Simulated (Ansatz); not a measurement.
**ZnO under strain**

Method: Ansatz, DFT PBEsol, scalar-relativistic, plane waves, PAW. Settings: 420 eV cutoff, 12×12×6 k-mesh, Gaussian smearing of 0.02 eV, no spin polarisation.

The relaxed crystal:

```xyz
4
Lattice="3.2305 0.0000 0.0000 -1.6152 2.7977 0.0000 0.0000 0.0000 5.2141" Properties=species:S:1:pos:R:3 pbc="T T T"
Zn    1.6152    0.9326    2.6104
Zn    0.0000    1.8651    0.0034
O     1.6152    0.9326    4.5866
O     0.0000    1.8651    1.9796
```

Deformation: c alone is stretched, the rest of the cell is held and the atoms relax, all within the symmetry that the strain leaves. Energies are extrapolated to zero smearing. Stress is positive in compression, on the Cartesian axes of the cell above. Gaps are Kohn–Sham gaps over the whole zone.

```csv
strain (%),ΔE (meV/atom),a (Å),b (Å),c (Å),σxx (GPa),σyy (GPa),σzz (GPa),gap (eV)
-6.0,?,3.230,3.230,4.901,?,?,?,?
-4.0,12.6,3.230,3.230,5.006,5.03,5.03,8.48,0.81
-2.0,3.2,3.230,3.230,5.110,2.31,2.31,4.27,0.76
+0.0,0.0,3.230,3.230,5.214,-0.04,-0.04,-0.03,0.70
+2.0,?,3.230,3.230,5.318,?,?,?,?
+4.0,12.7,3.230,3.230,5.423,-3.75,-3.75,-8.55,0.59
+6.0,28.3,3.230,3.230,5.527,-5.16,-5.16,-12.60,0.52
```

Problem. Fill in the row at -6.0 %.

Solution. ΔE 28.0 meV/atom; σxx 8.16 GPa; σyy 8.16 GPa; σzz 12.52 GPa; gap 0.86 eV.

Problem. Fill in the row at +2.0 %.

Solution. ΔE 3.2 meV/atom; σxx -2.06 GPa; σyy -2.06 GPa; σzz -4.31 GPa; gap 0.65 eV.